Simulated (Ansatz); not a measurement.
Crystal: BaTiO3.

```
Ba Ti O
1.0
     3.99980    0.00000    0.00000
     0.00000    3.99980    0.00000
     0.00000    0.00000    4.01800
Ba Ti O
1 1 3
Cartesian
  0.0000 0.0000 0.0000
  1.9999 1.9999 1.9688
  0.0000 1.9999 2.0773
  1.9999 0.0000 2.0773
  1.9999 1.9999 0.0763
```

```yaml
Program: Ansatz 0.2.0
Task: relaxation of cell and atoms
Functional: PBE
Potentials_or_basis: PseudoDojo stringent (PBE files)
Cutoff: 1252 eV
Density_cutoff: 5007 eV
k_mesh: 7 × 7 × 7
Occupations: fermi-dirac, width 0.05 eV
Spin: no spin polarisation
```

At the start: volume 12.86 Å³/atom.

Problem. How do energy, volume and symmetry change on relaxing?

Solution. It ends after 10 steps and the volume is 13.29 Å³/atom (+3.4 %); space group P4mm (No. 99, to 0.05 Å).

The path:
```csv
step,energy change (eV),largest force (eV/Å),volume (Å³)
1,0.0000,0.3088,64.28
2,-0.0103,0.3038,65.30
3,-0.0121,0.2557,65.30
4,-0.0179,0.2449,65.30
5,-0.0273,0.2889,65.99
6,-0.0351,0.0952,66.43
7,-0.0355,0.0555,66.51
8,-0.0356,0.0313,66.45
9,-0.0357,0.0094,66.47
10,-0.0361,0.0093,66.47
```

Final structure:
```
Ba Ti O
1.0
     3.98541    0.00000    0.00000
     0.00000    3.98541    0.00000
     0.00000    0.00000    4.18474
Ba Ti O
1 1 3
Direct
  0.00000 0.00000 0.99026
  0.50000 0.50000 0.47331
  0.00000 0.50000 0.51994
  0.50000 0.00000 0.51994
  0.50000 0.50000 0.03955
```

Caveat: the plane-wave basis is chosen anew once the cell has moved, so the energies of steps on either side of that aren't comparable.
